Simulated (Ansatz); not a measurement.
# C: the cost of one run

Computed with Ansatz 0.2.0 (DFT PBEsol, scalar-relativistic, plane waves, PAW, unless a step's input says otherwise).

### 1 The structure to begin with

It takes space group Fd-3m (No. 227, cubic). The conventional cell has a = 3.561 Å, b = 3.561 Å, c = 3.561 Å, α = 90.00°, β = 90.00°, γ = 90.00°. C (site symmetry -43m) has 4 C at 1.54 Å as nearest neighbours.

Coordinates:

```cif
data_structure
_symmetry_space_group_name_H-M 'P 1'
_symmetry_Int_Tables_number 1
_cell_length_a 2.5178
_cell_length_b 2.5178
_cell_length_c 2.5178
_cell_angle_alpha 60.000
_cell_angle_beta 60.000
_cell_angle_gamma 60.000
_cell_volume 11.29
loop_
_atom_site_label
_atom_site_type_symbol
_atom_site_fract_x
_atom_site_fract_y
_atom_site_fract_z
_atom_site_occupancy
C1 C 0.50000 0.50000 0.50000 1
C2 C 0.75000 0.75000 0.75000 1
```

This is candidate A: structure listed in a database for this formula (Fd-3m, No. 227).

(A quick probe on a coarse mesh, which set the mesh and smearing, is not shown.)

### 3 Full relaxation (candidate A)

The input, input.yaml:

```yaml
crystal:
  lattice:
    - [0.0, 1.7803725545, 1.7803725545]
    - [1.7803725545, 0.0, 1.7803725545]
    - [1.7803725545, 1.7803725545, 0.0]
  atoms:
    - { symbol: C, position: [0.5, 0.5, 0.5] }
    - { symbol: C, position: [0.75, 0.75, 0.75] }
basis:
  ecutwfc: 420
kpoints:
  mp_grid: { grid: [12, 12, 12] }
hamiltonian:
  xc: pbesol
scf:
  occupations: { method: gaussian, width: 0.02 }
output:
  forces: true
  stress: true
  eigenvalues: true
relax:
  adjacent_minimum: "off"
  f_tol: 0.01
  max_steps: 80
  cell: { stress_tol: 0.05 }
```

What time and memory should one allow on 1 thread of an Arm CPU, shared host?

About 3.2 s, with a peak of 0.25 GiB.
